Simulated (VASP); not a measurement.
A run of VASP 6.6.1 is set up as follows.

File INCAR:

```
SYSTEM = HC60N3
PREC = Accurate
ENCUT = 520
EDIFF = 1E-6
ISMEAR = 0
SIGMA = 0.03
LREAL = .False.
LASPH = .True.
NELM = 100
ALGO = Fast
ISIF = 2
LWAVE = .False.
LCHARG = .True.
GGA = PE
LELF = .True.
LVHAR = .True.
NBANDS = 166
```

The input KPOINTS:

```
Automatic mesh
0
Gamma
  2 2 2
  0 0 0
```

File POSCAR:

```
HC60N3
1.0
    7.1400000000      0.0000000000      0.0000000000
    0.0000000000      7.1400000000      0.0000000000
    0.0000000000      0.0000000000      7.1400000000
H C N
1 60 3
Direct
    0.5568732100      0.5568732100      0.5568732100
    0.6319130000      0.6319130000      0.6319130000
    0.5014860000      0.7507060000      0.7507060000
    0.7507060000      0.5014860000      0.7507060000
    0.7507060000      0.7507060000      0.5014860000
    0.4950870000      0.2505090000      0.7494590000
    0.4950870000      0.7494590000      0.2505090000
    0.2505090000      0.4950870000      0.7494590000
    0.7494590000      0.4950870000      0.2505090000
    0.2505090000      0.7494590000      0.4950870000
    0.7494590000      0.2505090000      0.4950870000
    0.6235760000      0.3759650000      0.8734240000
    0.6235760000      0.8734240000      0.3759650000
    0.3759650000      0.6235760000      0.8734240000
    0.8734240000      0.6235760000      0.3759650000
    0.3759650000      0.8734240000      0.6235760000
    0.8734240000      0.3759650000      0.6235760000
    0.5050870000      0.2510410000      0.2510410000
    0.2510410000      0.5050870000      0.2510410000
    0.2510410000      0.2510410000      0.5050870000
    0.1273950000      0.6227350000      0.6227350000
    0.6227350000      0.1273950000      0.6227350000
    0.6227350000      0.6227350000      0.1273950000
    0.9999620000      0.4999560000      0.4999560000
    0.4999560000      0.9999620000      0.4999560000
    0.4999560000      0.4999560000      0.9999620000
    0.1278200000      0.3773090000      0.3773090000
    0.3773090000      0.1278200000      0.3773090000
    0.3773090000      0.3773090000      0.1278200000
    0.6239330000      0.8758650000      0.8758650000
    0.8758650000      0.6239330000      0.8758650000
    0.8758650000      0.8758650000      0.6239330000
    0.0011195000      0.7494200000      0.7494200000
    0.7494200000      0.0011195000      0.7494200000
    0.7494200000      0.7494200000      0.0011195000
    0.1237350000      0.3750450000      0.8761320000
    0.1237350000      0.8761320000      0.3750450000
    0.3750450000      0.1237350000      0.8761320000
    0.8761320000      0.1237350000      0.3750450000
    0.3750450000      0.8761320000      0.1237350000
    0.8761320000      0.3750450000      0.1237350000
    0.9987500000      0.2495250000      0.7493430000
    0.9987500000      0.7493430000      0.2495250000
    0.2495250000      0.9987500000      0.7493430000
    0.7493430000      0.9987500000      0.2495250000
    0.2495250000      0.7493430000      0.9987500000
    0.7493430000      0.2495250000      0.9987500000
    0.1237820000      0.1237820000      0.6246850000
    0.1237820000      0.6246850000      0.1237820000
    0.6246850000      0.1237820000      0.1237820000
    0.0017403000      0.2503660000      0.2503660000
    0.2503660000      0.0017403000      0.2503660000
    0.2503660000      0.2503660000      0.0017403000
    0.1249420000      0.8743930000      0.8743930000
    0.8743930000      0.1249420000      0.8743930000
    0.8743930000      0.8743930000      0.1249420000
    0.9999680000      0.9999680000      0.4998950000
    0.9999680000      0.4998950000      0.9999680000
    0.4998950000      0.9999680000      0.9999680000
    0.1254050000      0.1254050000      0.1254050000
    0.9997840000      0.9997840000      0.9997840000
    0.6351560000      0.3648080000      0.3648080000
    0.3648080000      0.6351560000      0.3648080000
    0.3648080000      0.3648080000      0.6351560000
```

Potentials or basis: VASP PAW PBE potentials, release 64 (H, C, N).

Run with:

```sh
$ cat potpaw_PBE.64/H/POTCAR potpaw_PBE.64/C/POTCAR potpaw_PBE.64/N/POTCAR > POTCAR
$ mpirun -np 1 vasp_std > vasp.out
```

(1) Estimate the band gap on the k mesh.

(2) What does it give for the pressure?

(3) Estimate the largest force.

## Answers

(1) 3.66 eV, indirect (least direct gap 3.73 eV).

(2) 2.0 GPa.

(3) 8.169 eV/Å.

Caveat: the k mesh is coarse (spacing up to 0.44 Å⁻¹), so the values aren't converged.
